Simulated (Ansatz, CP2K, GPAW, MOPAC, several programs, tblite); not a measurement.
# What cheap methods get right for BeS

How much accuracy does each second buy? BeS is computed with 11 methods, from the cheapest up to r2SCAN.

The COD entry's cell or inner coordinates are ideal or old and differ from later refinements, so a difference from it is no clean test against experiment.

Method: no spin polarisation, static lattice; gaps from single points on the cell relaxed beforehand with r²SCAN, in MOPAC, tblite, CP2K, GPAW, Ansatz (versions at each run).

## Step 1: The system as given

Symmetry: F-43m, No. 216, cubic system. The conventional cell has a = 4.869 Å, b = 4.869 Å, c = 4.869 Å, α = 90.00°, β = 90.00°, γ = 90.00°. Be (site symmetry -43m) is surrounded by 4 S at 2.11 Å. S (site symmetry -43m) has 4 Be at 2.11 Å as nearest neighbours.

As a file:

```
Be S
1.0
     0.00000    2.43431    2.43431
     2.43431    0.00000    2.43431
     2.43431    2.43431    0.00000
Be S
1 1
Direct
  0.00000 0.00000 0.00000
  0.25000 0.25000 0.25000
```

**Question.** The methods are PM6, PM7, GFN1-xTB (tblite), GFN2-xTB (tblite), PBE/DZVP, PBE/single-zeta, PBE/SZV, coarse PBE, GLLB-SC, PBE, r2SCAN. What gap does r2SCAN give on this cell, and which other methods (full PBE left aside) come nearest to r2SCAN and farthest in gap, volume and bulk modulus?

| quantity | value |
| --- | --- |
| r2SCAN | gap 3.59 eV, 14.43 Å³/atom, B₀ 97 GPa |
| gap: nearest and farthest of the other methods | PBE/SZV, coarse PBE (about 0.46 eV off); PM6 (+5.13 eV) |
| volume: nearest and farthest of the other methods | GFN1-xTB (tblite) (+0.1 %), GFN2-xTB (tblite) (+7.3 %) |
| bulk modulus: nearest and farthest of the other methods | GFN1-xTB (tblite), coarse PBE (about 9 % off); PM7 (+66 %) |

What this shows: For the gap (full PBE left aside), PBE/SZV, coarse PBE tie for nearest to r2SCAN; PM6 is farthest. For the volume, of the 4 methods compared (full PBE left aside), GFN1-xTB (tblite) comes nearest to r2SCAN and GFN2-xTB (tblite) is farthest. For the bulk modulus (full PBE left aside), GFN1-xTB (tblite), coarse PBE tie for nearest to r2SCAN; PM7 is farthest. A minimal basis or a coarse cutoff and mesh shifts results by its own error, so closeness to r2SCAN can be chance. Cluster runs see only the k-points that fold onto the zone centre, so their gaps can miss the band edges. GLLB-SC is compared with its derivative discontinuity added. No volume is given for PM6, PBE/DZVP, PBE/single-zeta, PBE/SZV, which can hide a larger miss. CPU times run from 0.53 s (coarse PBE) to 11 s (PM7). On this cell PM6, PM7, GFN2-xTB (tblite), PBE/DZVP cost more than r2SCAN itself (4.5 s), so they are no saving here. A cluster method computes far more atoms than the primitive cell, so on a small crystal it can cost more than plane waves. r2SCAN is a yardstick, not the truth: it usually gives gaps below the measured ones.
